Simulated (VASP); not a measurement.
Set up this calculation in VASP 6.6.1, as an ASE script.

| Property | Result |
| --- | --- |
| Task | single point |
| Functional | PBE |
| Potentials or basis | VASP PAW PBE potentials, release 64 (Be) |
| Cutoff | 500 eV |
| k mesh | 15 × 15 × 15 |
| Occupations | gaussian, width 0.05 eV |
| Spin | no spin polarisation |
| Further INCAR settings | ALGO = Normal; EDIFF = 1.00e-07; NBANDS = 7 |

The structure of Be lies in Be.cif:

```cif
data_Be
_cell_length_a 2.50624190
_cell_length_b 2.50624190
_cell_length_c 2.50624190
_cell_angle_alpha 90.00000000
_cell_angle_beta 90.00000000
_cell_angle_gamma 90.00000000
_space_group_name_H-M_alt 'Im-3m'
_space_group_name_Hall '-I 4 2 3'
_space_group_IT_number 229
loop_
_space_group_symop_operation_xyz
'x,y,z'
'-x,-y,-z'
'-y,x,z'
'y,-x,-z'
'-x,-y,z'
'x,y,-z'
'y,-x,z'
'-y,x,-z'
'x,-y,-z'
'-x,y,z'
'-y,-x,-z'
'y,x,z'
'-x,y,-z'
'x,-y,z'
'y,x,-z'
'-y,-x,z'
'z,x,y'
'-z,-x,-y'
'z,-y,x'
'-z,y,-x'
'z,-x,-y'
'-z,x,y'
'z,y,-x'
'-z,-y,x'
'-z,x,-y'
'z,-x,y'
'-z,-y,-x'
'z,y,x'
'-z,-x,y'
'z,x,-y'
'-z,y,x'
'z,-y,-x'
'y,z,x'
'-y,-z,-x'
'x,z,-y'
'-x,-z,y'
'-y,z,-x'
'y,-z,x'
'-x,z,y'
'x,-z,-y'
'-y,-z,x'
'y,z,-x'
'-x,-z,-y'
'x,z,y'
'y,-z,-x'
'-y,z,x'
'x,-z,y'
'-x,z,-y'
'x+1/2,y+1/2,z+1/2'
'-x+1/2,-y+1/2,-z+1/2'
'-y+1/2,x+1/2,z+1/2'
'y+1/2,-x+1/2,-z+1/2'
'-x+1/2,-y+1/2,z+1/2'
'x+1/2,y+1/2,-z+1/2'
'y+1/2,-x+1/2,z+1/2'
'-y+1/2,x+1/2,-z+1/2'
'x+1/2,-y+1/2,-z+1/2'
'-x+1/2,y+1/2,z+1/2'
'-y+1/2,-x+1/2,-z+1/2'
'y+1/2,x+1/2,z+1/2'
'-x+1/2,y+1/2,-z+1/2'
'x+1/2,-y+1/2,z+1/2'
'y+1/2,x+1/2,-z+1/2'
'-y+1/2,-x+1/2,z+1/2'
'z+1/2,x+1/2,y+1/2'
'-z+1/2,-x+1/2,-y+1/2'
'z+1/2,-y+1/2,x+1/2'
'-z+1/2,y+1/2,-x+1/2'
'z+1/2,-x+1/2,-y+1/2'
'-z+1/2,x+1/2,y+1/2'
'z+1/2,y+1/2,-x+1/2'
'-z+1/2,-y+1/2,x+1/2'
'-z+1/2,x+1/2,-y+1/2'
'z+1/2,-x+1/2,y+1/2'
'-z+1/2,-y+1/2,-x+1/2'
'z+1/2,y+1/2,x+1/2'
'-z+1/2,-x+1/2,y+1/2'
'z+1/2,x+1/2,-y+1/2'
'-z+1/2,y+1/2,x+1/2'
'z+1/2,-y+1/2,-x+1/2'
'y+1/2,z+1/2,x+1/2'
'-y+1/2,-z+1/2,-x+1/2'
'x+1/2,z+1/2,-y+1/2'
'-x+1/2,-z+1/2,y+1/2'
'-y+1/2,z+1/2,-x+1/2'
'y+1/2,-z+1/2,x+1/2'
'-x+1/2,z+1/2,y+1/2'
'x+1/2,-z+1/2,-y+1/2'
'-y+1/2,-z+1/2,x+1/2'
'y+1/2,z+1/2,-x+1/2'
'-x+1/2,-z+1/2,-y+1/2'
'x+1/2,z+1/2,y+1/2'
'y+1/2,-z+1/2,-x+1/2'
'-y+1/2,z+1/2,x+1/2'
'x+1/2,-z+1/2,y+1/2'
'-x+1/2,z+1/2,-y+1/2'
loop_
_atom_site_label
_atom_site_type_symbol
_atom_site_symmetry_multiplicity
_atom_site_Wyckoff_symbol
_atom_site_fract_x
_atom_site_fract_y
_atom_site_fract_z
_atom_site_occupancy
Be1 Be 2 a 0.0000000000 0.0000000000 0.0000000000 1
```

This isn't the form of Be at room conditions, which is hcp.

These files were run (other wordings do the same):

run.py

```python
from ase.calculators.vasp import Vasp
from ase.dft.bandgap import bandgap
from ase.io import read

atoms = read('Be.cif', primitive_cell=True, subtrans_included=False)
calc = Vasp(
    directory='calc',
    xc='pbe',
    pp='PBE',
    setups='minimal',
    prec='Accurate',
    encut=500,
    ediff=1e-07,
    ismear=0,
    sigma=0.05,
    lreal=False,
    lasph=True,
    nelm=100,
    algo='Normal',
    isif=2,
    lwave=False,
    lcharg=False,
    kpts=[15, 15, 15],
    gamma=True,
    nbands=7,
)
atoms.calc = calc

print('energy (eV):', atoms.get_potential_energy())
print('free energy (eV):', atoms.get_potential_energy(force_consistent=True))
print('forces (eV/A):')
print(atoms.get_forces())
print('stress (eV/A^3, Voigt):', atoms.get_stress())
print('Fermi level (eV):', calc.get_fermi_level())
gap, top, bottom = bandgap(calc)
print('band gap (eV):', gap, 'from (spin, k, band)', top, 'to', bottom)
```

Potentials or basis: VASP PAW PBE potentials, release 64 (Be).

Launch:

```console
$ python run.py
```

Results of the run:

```
Pressure               : -0.7 GPa
Band gap on the k mesh : none (metal or under the smearing width)
```

Run time: 7.1 s on 1 thread of AMD EPYC 9R45 (Zen 5), with other jobs on the host, peak memory 0.08 GiB.
